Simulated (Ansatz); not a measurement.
Runs of Ansatz 0.2.0 on MoS2. The cell holds a slab with vacuum, 6 atoms: a = 3.185 Å, b = 3.185 Å, c = 21.671 Å, α = 90.00°, β = 90.00°, γ = 120.00°. 

```tsv
task	level	spin	cell	k mesh	cutoff (eV)	points for each segment of the path	gap on the mesh (eV)	relaxed volume (Å³/atom)	largest force (eV/Å)
relaxation of cell and atoms	RPBE+D3(BJ)	off	relaxed	10 × 10 × 2	420	-	-	14.49	0.01
band structure	revPBE	off	as given	10 × 10 × 2	420	14	1.39	-	0.36
band structure	PBEsol	off	as given	10 × 10 × 2	420	14	1.38	-	0.13
band structure	r2SCAN	off	as given	10 × 10 × 2	500	14	1.46	-	0.03
relaxation of cell and atoms	revPBE+D4	off	relaxed	10 × 10 × 2	420	-	1.14	(c)	0.01
relaxation of cell and atoms	BLYP	off	relaxed	10 × 10 × 2	420	-	1.40	36.05	-
relaxation of cell and atoms	PBEsol	off	relaxed	10 × 10 × 2	420	-	1.44	(b)	-
band structure	LDA	SOC, no magnetisation	as given	7 × 7 × 2	420	14	1.46	-	0.38
band structure	BLYP	off	as given	10 × 10 × 2	420	14	1.37	-	0.74
relaxation of cell and atoms	revPBE	off	relaxed	10 × 10 × 2	420	-	1.68	34.49	-
relaxation of cell and atoms	revPBE+D3(BJ)	off	relaxed	10 × 10 × 2	420	-	(a)	16.56	-
relaxation of cell and atoms	RPBE+D4	off	relaxed	10 × 10 × 2	420	-	1.15	30.02	-
```

Alike in all rows: potentials or basis Ansatz PAW; smearing fermi-dirac 0.05 eV.

**Question.** Estimate the missing entries.

**Answer.** (a) 0.65; (b) 30.71; (c) 30.16.

Caveats: the PAW data sets come from PBE, with cores solved anew for the run's functional, which leaves a small shift of forces and pressure; the plane-wave basis is chosen anew once the cell has moved, so the energies of steps on either side of that aren't comparable (some runs); the k mesh misses the band edges, so the gap on the mesh is wider than the one along the path (some runs); the volume moved by over 15 % at a fixed basis, so the end points are rough (some runs).

A k mesh can miss the band edges, and rows without SOC leave out spin-orbit coupling on Mo.

Runs at the PBE level aren't shown here.
